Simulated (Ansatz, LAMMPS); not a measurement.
# Amorphous Al2O3 at 3.14 g/cm^3 (90 atoms): relaxation and levels of theory

Which bonds does the relaxation leave, and how do the Kohn-Sham gap, forces and pressure change with k-mesh and functional?

Calculated with Ansatz 0.2.0: Kohn-Sham DFT, PBE, PAW (set soft_2), plane waves; cutoff 420 eV, Γ point, fermi-dirac smearing of 0.025 eV.

**The cell**

Density at the start: 3.14 g/cm³. The cell holds 90 atoms: 36 Al and 54 O. Its edges and angles: a = 9.900 Å, b = 9.900 Å, c = 9.900 Å, α = 90.0°, β = 90.0°, γ = 90.0°. 90 atoms (36 Al, 54 O) placed at random at 3.14 g/cm³, melted at 5000 K for 10 ps at fixed volume with the Morse and Coulomb pair potential with partial charges (Pedone, Malavasi, Menziani, Cormack and Segre, J. Phys. Chem. B 110, 11780 (2006)). Quenched from 5000 K to 300 K at 50 K/ps and fixed volume, held 5 ps, then minimised at fixed cell.

The atoms were relaxed with PBE. The walk converged after 5 steps, with a largest force component of 0.00674 eV/Å; it began at an r.m.s. force component of 0.38 eV/Å. The energy fell by 16.1 meV an atom.

The input of the reference single point:

```yaml
crystal:
  lattice:
    - [9.8998, 0.0, 0.0]
    - [0.0, 9.8998, 0.0]
    - [0.0, 0.0, 9.8998]
  atoms:
    - { symbol: Al, position: [0.1759, 0.42719, 0.71271] }
    - { symbol: Al, position: [0.57029, 0.97114, 0.76222] }
    - { symbol: Al, position: [0.25463, 0.78098, 0.91822] }
    - { symbol: Al, position: [0.25794, 0.22233, 0.47993] }
    [... 84 atom lines left out ...]
    - { symbol: O, position: [0.56456, 0.56777, 0.02937] }
    - { symbol: O, position: [0.08929, 0.39846, 0.87404] }
kpoints:
  mp_grid: { grid: [1, 1, 1] }
hamiltonian:
  xc: pbe
scf:
  occupations: { method: fermi_dirac, width: 0.025 }
output:
  forces: true
  stress: true
  populations: true
  dos:
    method: { smearing: { sigma: 0.08 } }
    de: 0.05
    projected: { site_lists: { Al: [Al], O: [O] } }
  eigenvalues: true
  write_density: true
  write_potential: true
  volumetric_format: npy
```

**Bonds after relaxation**

Bonds by pair of elements; cutoffs follow the first minimum of g(r), held within bounds set by covalent radii, and pairs that aren't listed don't count as bonded:

```tsv
pair A-B	cutoff (Å)	bonds	mean length (Å)	spread (Å)	shortest (Å)	B about A	A about B
O-Al	2.27	158	1.84	0.076	1.71	2.93	4.39
```

How many atoms have how many bonded neighbours:

```tsv
element	mean	2	3	4	5	6
Al	4.39	0	0	23	12	1
O	2.93	5	48	1	0	0
```

**Beside experiment**

**Experiments to compare with.** The mean number of oxygen atoms around aluminium in anodized alumina glass was determined from the peak areas of a solid-state aluminium NMR spectrum (“Structure of alumina glass”, 2022, PMC8752723): number of O about Al 4.73.

Calculation beside experiment:

```tsv
quantity	measured	this cell	difference	method of the measurement
number of O about Al	4.73	4.39	-7.2 %	27Al MAS NMR
```

The cell differs from the measured neighbour counts by up to 7.2 %. The network comes from the model that made the cell; in DFT 0 of its 154 bonded pairs passed out of the cutoffs and 4 came within them. Our coordination numbers hang on a cutoff, and experiments count neighbours in their own ways.

**Levels of theory**

Single points at the relaxed geometry:

| functional | k-mesh | Kohn-Sham gap (eV) | pressure (GPa) | r.m.s. force component (eV/Å) | SCF cycles | time |
| --- | --- | --- | --- | --- | --- | --- |
| PBE | 1×1×1 | 3.459 | -1.01 | 0.002 | 9 | 17 s |
| PBE | 2×2×2 | 3.444 | -0.96 | 0.006 | 9 | 2 min |
| HSE06 | 1×1×1 | 5.167 | -6.94 | 0.086 | 15 | 2.9 min |
| r2SCAN | 1×1×1 | 4.128 | -6.61 | 0.066 | 9 | 32 s |
| PBEsol | 1×1×1 | 3.345 | -4.84 | 0.027 | 8 | 13 s |

The gap is that between the highest filled and lowest empty Kohn-Sham level on the run's k-points. Cutoffs: 420 eV for PBE, HSE06 and PBEsol; 500 eV for r2SCAN. Times come from shared hosts and are rough.

**Findings**

By these cutoffs 64 % of Al atoms have 4 and 89 % of O atoms have 3 neighbours. The Kohn-Sham gap is 3.46 eV with PBE on the 1×1×1 mesh and 3.44 eV on 2×2×2. On the 1×1×1 mesh HSE06 changes the gap by +1.71 eV against PBE. Carrying that shift over to the 2×2×2 mesh gives 3.44 + 1.71 = 5.15 eV, an estimate that takes the shift to be alike at all k-points. On the reference's mesh the gap changes with r2SCAN by +0.67 eV and PBEsol by -0.11 eV. Against the reference the pressure changes with HSE06 by -5.9 GPa, r2SCAN by -5.6 GPa and PBEsol by -3.8 GPa; a negative change means a smaller volume than PBE would take. The denser mesh moves the energy by -2.3 meV/atom and the pressure by +0.05 GPa.

Limits: All single points share the geometry relaxed with PBE. The density was set when the cell was made, as one point of a scan, and needn't be that of the real material. One sample; tail or defect levels can set the gap of a disordered cell. The quench rate of 50 K/ps is many orders above laboratory rates, so the cell is likely richer in defects and strain than a real sample. The network of bonds at the start is that of the classical potential that made the cell, and needn't be the one that DFT or experiment would give. In some runs the program notes that the exchange threshold is loose for the stress and the SCF threshold is loose for the stress.

[Logs are printed without paths, hosts, clocks, repeated set-up lines and the standing remarks that a program may print on its own settings, such as how far it seeks lower states.]

[Hosts, paths, dates, database ids (printed as entryN), source tags and the programs' standing remarks are cut or masked in the printed files.]
